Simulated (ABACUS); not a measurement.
# Al (Pm-3m) in ABACUS: further runs

Runs on Al. Level: PBE. Tasks: single point.

All numbers are computed with ABACUS 3.10.1; they aren't measurements. Logs are shortened: lines on timing, memory, paths and dates and some standing lists are left out, and cuts for length are marked.

## 1. The structure

It takes space group Pm-3m (No. 221, cubic). The conventional cell has a = 2.722 Å, b = 2.722 Å, c = 2.722 Å, α = 90.00°, β = 90.00°, γ = 90.00°. Al (site symmetry m-3m) is surrounded by 6 Al at 2.72 Å.

The cell was built by a generator and needn't be a form met in nature.

## 2. Single point, PBE

File INPUT:

```
INPUT_PARAMETERS
suffix              Al
calculation         scf
basis_type          pw
pseudo_dir          ./
symmetry            1
dft_functional      pbe
ecutwfc             41
pseudo_rcut         7
nspin               1
nbands              6
ks_solver           dav
smearing_method     fd
smearing_sigma      0.00367493
scf_thr             1e-08
scf_nmax            100
mixing_type         broyden
mixing_beta         0.7
cal_force           1
cal_stress          1
kpar                4
```

File STRU:

```
ATOMIC_SPECIES
Al 26.9815 Al.upf

LATTICE_CONSTANT
1.8897261246

LATTICE_VECTORS
2.7217600000 0.0000000000 0.0000000000
0.0000000000 2.7217600000 0.0000000000
0.0000000000 0.0000000000 2.7217600000

ATOMIC_POSITIONS
Cartesian

Al
0.0
1
0.0000000000 0.0000000000 0.0000000000 1 1 1
```

File KPT:

```
K_POINTS
0
Gamma
7 7 7 0 0 0
```

Potentials or basis: PseudoDojo NC SR 0.4.1 PBE standard, plane waves.

On the command line:

```sh
$ OMP_NUM_THREADS=1 mpirun -np 4 abacus > log
```

running log:

```text
ABACUS v3.10.1

               Atomic-orbital Based Ab-initio Computation at UStc

 ------------------------------------------------------------------------------------

 READING GENERAL INFORMATION
                           global_out_dir = OUT.Al/
                           global_in_card = INPUT
                               pseudo_dir = ./
                              orbital_dir =
                                    DSIZE = 4
                                    GSIZE = 1

 READING UNITCELL INFORMATION
                                    ntype = 1
                  lattice constant (Bohr) = 1.88973
              lattice constant (Angstrom) = 1

 READING ATOM TYPE 1
                               atom label = Al
                      L=0, number of zeta = 1
                      L=1, number of zeta = 1
                      L=2, number of zeta = 1
             number of atom for this type = 1

                        TOTAL ATOM NUMBER = 1
CARTESIAN COORDINATES ( UNIT =       1.889726124600 Bohr ).
    atom                   x                   y                   z     mag                  vx                  vy                  vz
tauc_Al1            0.0000000000        0.0000000000        0.0000000000  0.0000        0.0000000000        0.0000000000        0.0000000000

                          Volume (Bohr^3) = 136.065
                             Volume (A^3) = 20.1627

 Lattice vectors: (Cartesian coordinate: in unit of a_0)
             +2.72176                  +0                  +0
                   +0            +2.72176                  +0
                   +0                  +0            +2.72176
 Reciprocal vectors: (Cartesian coordinate: in unit of 2 pi/a_0)
            +0.367409                  -0                  +0
                   -0           +0.367409                  -0
                   +0                  -0           +0.367409
 The esolver type has been set to : ksdft_pw

                PAO radial cut off (Bohr) = 7

 Read in pseudopotential file is Al.upf
                     pseudopotential type = NC
          exchange-correlation functional = PBE
                 nonlocal core correction = 1
                        valence electrons = 3
                                     lmax = 2
                           number of zeta = 2
                     number of projectors = 6
                           L of projector = 0
                           L of projector = 0
                           L of projector = 1
                           L of projector = 1
                           L of projector = 2
                           L of projector = 2
     initial pseudo atomic orbital number = 4

 SETUP THE ELECTRONS NUMBER
            electron number of element Al = 3
      total electron number of element Al = 3
            AUTOSET number of electrons:  = 3
                           occupied bands = 2
                                   NBANDS = 6
                                   NLOCAL = 9

 SETUP THE PLANE WAVE BASIS
 energy cutoff for charge/potential (unit:Ry) = 164
            fft grid for charge/potential = [ 24, 24, 24 ]
                        fft grid division = [ 1, 1, 1 ]
        big fft grid for charge/potential = [ 24, 24, 24 ]
                                     nbxx = 13824
                                     nrxx = 13824

 SETUP PLANE WAVES FOR CHARGE/POTENTIAL
                    number of plane waves = 4801
                         number of sticks = 349

 PARALLEL PW FOR CHARGE/POTENTIAL
     PROC   COLUMNS(POT)             PW
        1            349           4801
 --------------- sum -------------------
        1            349           4801
                            number of |g| = 94
                                  max |g| = 14.7139
                                  min |g| = 0

----------- Double Check Mixing Parameters Begin ------------
mixing_type: broyden
mixing_beta: 0.7
mixing_gg0: 1
mixing_gg0_min: 0.1
mixing_ndim: 8
----------- Double Check Mixing Parameters End ------------

 LATTICE VECTORS: (CARTESIAN COORDINATE: IN UNIT OF A0)
             +2.72176                  +0                  +0
                   +0            +2.72176                  +0
                   +0                  +0            +2.72176
                       right hand lattice = 1
                                   NORM_A = 2.72176
                                   NORM_B = 2.72176
                                   NORM_C = 2.72176
                           ALPHA (DEGREE) = 90
                           BETA  (DEGREE) = 90
                           GAMMA (DEGREE) = 90

 The lattice vectors have been changed (STRU_SIMPLE.cif)

(for optimal symmetric configuration:)
                             BRAVAIS TYPE = 1
                     BRAVAIS LATTICE NAME = 01. Cubic P (simple)
                                    ibrav = 1
                                    IBRAV = 1
                                  BRAVAIS = SIMPLE CUBIC
                       LATTICE CONSTANT A = 2.72176
Original cell was already a primitive cell.
                        ROTATION MATRICES = 48
              PURE POINT GROUP OPERATIONS = 48
                   SPACE GROUP OPERATIONS = 48
                              POINT GROUP = O_h
               POINT GROUP IN SPACE GROUP = O_h

 SETUP K-POINTS
                                    nspin = 1
                   Input type of k points = Monkhorst-Pack(Gamma)
                                   nkstot = 343
                       right hand lattice = 1
(for reciprocal lattice: )
                             BRAVAIS TYPE = 1
                     BRAVAIS LATTICE NAME = 01. Cubic P (simple)
                                    ibrav = 1
                       right hand lattice = 1
(for k-lattice: )
                             BRAVAIS TYPE = 1
                     BRAVAIS LATTICE NAME = 01. Cubic P (simple)
                                    ibrav = 1
                       right hand lattice = 1
                        ROTATION MATRICES = 48
                               nkstot_ibz = 20
K-POINTS REDUCTION ACCORDING TO SYMMETRY
     IBZ    DIRECT_X    DIRECT_Y    DIRECT_Z  WEIGHT  ibz2bz
       1  0.00000000  0.00000000  0.00000000  0.0029       0
       2  0.14285714  0.00000000  0.00000000  0.0175       1
       3  0.28571429  0.00000000  0.00000000  0.0175       2
       4  0.42857143  0.00000000  0.00000000  0.0175       3
       5  0.14285714  0.14285714  0.00000000  0.0350       8
       6  0.28571429  0.14285714  0.00000000  0.0700       9
[... 12 lines left out ...]
      19  0.42857143  0.28571429  0.42857143  0.0700     122
      20  0.42857143  0.42857143  0.42857143  0.0233     171

                               nkstot now = 20
[... K-POINTS DIRECT COORDINATES: 20 rows ...]

           k-point number in this process = 5
       minimum distributed K point number = 5
[... stars of the k points ...]

[... K-POINTS CARTESIAN COORDINATES: 5 rows ...]

[... K-POINTS DIRECT COORDINATES: 5 rows ...]

 SETUP PLANE WAVES FOR WAVE FUNCTIONS
     energy cutoff for wavefunc (unit:Ry) = 41
              fft grid for wave functions = [ 24, 24, 24 ]
                    number of plane waves = 751
                         number of sticks = 101

 PARALLEL PW FOR WAVE FUNCTIONS
     PROC   COLUMNS(POT)             PW
        1            101            751
 --------------- sum -------------------
        1            101            751

 SETUP NONLOCAL PSEUDOPOTENTIALS IN PLANE WAVE BASIS
 Al non-local projectors:
 projector 1 L=0
 projector 2 L=0
 projector 3 L=1
 projector 4 L=1
 projector 5 L=2
 projector 6 L=2
      TOTAL NUMBER OF NONLOCAL PROJECTORS = 18

 Init Non-Local PseudoPotential table :
 Init Non-Local-Pseudopotential done.

                                     npwx = 619

 Make real space PAO into reciprocal space.
       max mesh points in Pseudopotential = 701
     dq(describe PAO in reciprocal space) = 0.01
                                    max q = 773

 number of pseudo atomic orbitals for Al is 2
WARNING: norm of atomic wavefunction # 1 of atomic type Al is 0.999207, renormalized
WARNING: norm of atomic wavefunction # 2 of atomic type Al is 0.984433, renormalized

 -------------------------------------------
 SELF-CONSISTENT
 -------------------------------------------
                                 init_chg = atomic

 PW ALGORITHM --------------- ION=   1  ELEC=   1--------------------------------
 Notice: Threshold on eigenvalues was too large.
 hsover_error=0.03 > DRHO=0.0030175
 Origin diag ethr = 0.01
 New diag ethr = 0.000100583

 Density error is 0.00294864834624
                          Error Threshold = 0.000100583224115
----------------------------------------------------------
     Energy           Rydberg                 eV
----------------------------------------------------------
 E_KohnSham     -4.6087980072        -62.7059138289
 E_Harris       -4.5982384281        -62.5622433849
 E_Fermi        0.4190680593         5.7017134569
----------------------------------------------------------
[... 39 lines left out ...]
 Density error is 3.5940156844e-10
                          Error Threshold = 3.38970116738e-09
----------------------------------------------------------
     Energy           Rydberg                 eV
----------------------------------------------------------
 E_KohnSham     -4.6088346735        -62.7064127000
 E_KS(sigma->0) -4.6086640273        -62.7040909391
 E_Harris       -4.6088358045        -62.7064280872
 E_band         0.4104696582         5.5847262072
 E_one_elec     2.4146798637         32.8534049928
 E_Hartree      0.0325383821         0.4427074008
 E_xc           -2.0909466466        -28.4487886076
 E_Ewald        -4.9647649804        -67.5490929641
 E_entropy(-TS) -0.0003412924        -0.0046435220
 E_descf        0.0000000000         0.0000000000
 E_exx          0.0000000000         0.0000000000
 E_Fermi        0.4145530061         5.6402830058
----------------------------------------------------------

 charge density convergence is achieved
 final etot is -62.7064127 eV
 EFERMI = 5.6402830058 eV

 STATE ENERGY(eV) AND OCCUPATIONS    NSPIN == 1
 1/5 kpoint (Cartesian) = 0.0000 0.0000 0.0000 (619 pws)
       1       -3.95962     0.00583090
       2        13.5838    5.88190e-72
       3        13.5838    5.88190e-72
       4        14.7067    1.03783e-81
       5        14.7067    1.03783e-81
       6        14.7067    1.03783e-81

 2/5 kpoint (Cartesian) = 0.052487 0.0000 0.0000 (611 pws)
       1       -3.55733      0.0349854
       2        9.83969    1.17025e-38
       3        13.9186    4.35711e-74
       4        15.0450    7.16463e-84
       5        15.0450    7.16463e-84
       6        17.6087        0.00000
[... 17 lines left out ...]
 5/5 kpoint (Cartesian) = 0.052487 0.052487 0.0000 (611 pws)
       1       -3.15586      0.0699708
       2        9.66143    8.27391e-37
       3        10.9225    9.21190e-48
       4        15.3821    1.69169e-86
       5        16.3188        0.00000
       6        20.0425        0.00000

------------------------------------------------------------------------------------------
 TOTAL-FORCE (eV/Angstrom)
------------------------------------------------------------------------------------------
                       Al1         0.0000000000         0.0000000000         0.0000000000
------------------------------------------------------------------------------------------

----------------------------------------------------------------
 TOTAL-STRESS (KBAR)
----------------------------------------------------------------
        -3.6715904130        -0.0000000000         0.0000000000
        -0.0000000000        -3.6715904130         0.0000000000
         0.0000000000         0.0000000000        -3.6715904130
----------------------------------------------------------------
 TOTAL-PRESSURE: -3.671590 KBAR

 --------------------------------------------
 !FINAL_ETOT_IS -62.7064127000463643 eV
 --------------------------------------------
```

Run time: 0.52 s. Hardware: 4 MPI ranks of Intel Xeon 6975P-C (Granite Rapids), shared host; peak memory 0.2 GiB.

Results:

| Property | Result |
| --- | --- |
| Free energy | -62.7064 eV |
| Pressure | -0.4 GPa |
| Band gap on the k mesh | none (metal or under the smearing width) |

(Part 1 of 2 ends here.)
